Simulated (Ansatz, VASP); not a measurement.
# One calculation of AgCl, two programs

INCAR

```
PREC     = Accurate       # precision mode
ENCUT    = 520            # plane-wave cutoff, eV
EDIFF    = 1E-8           # SCF threshold, eV
ISMEAR   = -1             # smearing method
SIGMA    = 0.02           # smearing width, eV
LREAL    = F              # projectors in reciprocal space
LASPH    = T              # aspherical terms in the spheres
NELM     = 80             # most SCF steps
ALGO     = Normal         # electronic algorithm
ISIF     = 2              # what is computed and relaxed
LWAVE    = F              # write WAVECAR
LCHARG   = F              # write CHGCAR
GGA      = PE             # functional
LEFG     = T            
NBANDS   = 16             # bands
```

KPOINTS

```
regular mesh
0
Gamma
  8 8 8
```

Contents of POSCAR:

```
AgCl
1.0
    0.0000000000      2.7731500000      2.7731500000
    2.7731500000      0.0000000000      2.7731500000
    2.7731500000      2.7731500000      0.0000000000
Ag Cl
1 1
Direct
    0.5000000000      0.5000000000      0.5000000000
    0.0000000000      0.0000000000      0.0000000000
```

Input for Ansatz:

```yaml
crystal:
  lattice:
    - [0.0, 2.77315, 2.77315]
    - [2.77315, 0.0, 2.77315]
    - [2.77315, 2.77315, 0.0]
  atoms:
    - { symbol: Ag, position: [0.5, 0.5, 0.5] }
    - { symbol: Cl, position: [0.0, 0.0, 0.0] }
kpoints:
  mp_grid: { grid: [8, 8, 8] }
  band_path:
    path:
      - [0.0, 0.0, 0.0]
      - [0.5, 0.0, 0.5]
      - [0.625, 0.25, 0.625]
      - [0.375, 0.375, 0.75]
      - [0.0, 0.0, 0.0]
      - [0.5, 0.5, 0.5]
      - [0.5, 0.25, 0.75]
      - [0.5, 0.0, 0.5]
    npoints: 14
scf:
  occupations: { method: fermi_dirac, width: 0.02 }
hamiltonian:
  xc: pbe
  pseudopotentials: { kind: paw }
output:
  forces: true
  stress: true
  eigenvalues: true
  efg: { contact_densities: true }
  populations: true
  bader: true
  dos: { projected: true, de: 0.2, e_range: [-14, 8] }
  write_density: true
  write_potential: true
  elf: true
  volumetric_format: npy
```

Alike in both runs: task electric field gradients; functional PBE; k mesh 8 × 8 × 8; occupations fermi-dirac, width 0.02 eV; no spin polarisation.

|  | VASP | Ansatz |
| --- | --- | --- |
| version | VASP 6.6.1 | Ansatz 0.2.0 |
| potentials or method | VASP PAW PBE potentials, release 64 (Ag, Cl) | PAW with Ansatz's default frozen-core files, scalar-relativistic |
| plane-wave cutoff (eV) | 520 | 420 |
| valence electrons in the cell | 18 | 26 |

|  | VASP | Ansatz | Ansatz less VASP |
| --- | --- | --- | --- |
| gap on the k mesh at the Fermi level (eV) | 0.91 | 0.91 | +0.002 |
| pressure (GPa) | 1.5 | 1.6 | +0.14 |
| Vzz of the field gradient on the site that differs most (V/Å²) | 0.0 | 0.0 | 0.00 |

With one functional, cell and mesh, what is left measures potentials, basis and numerics. The two sets of potentials don't hold the same shells in valence. Ansatz warned: «gradients_without_spin_orbit».

A k mesh can miss the band edges. Expect the measured gap to be larger: semilocal functionals such as PBE lack the derivative discontinuity.
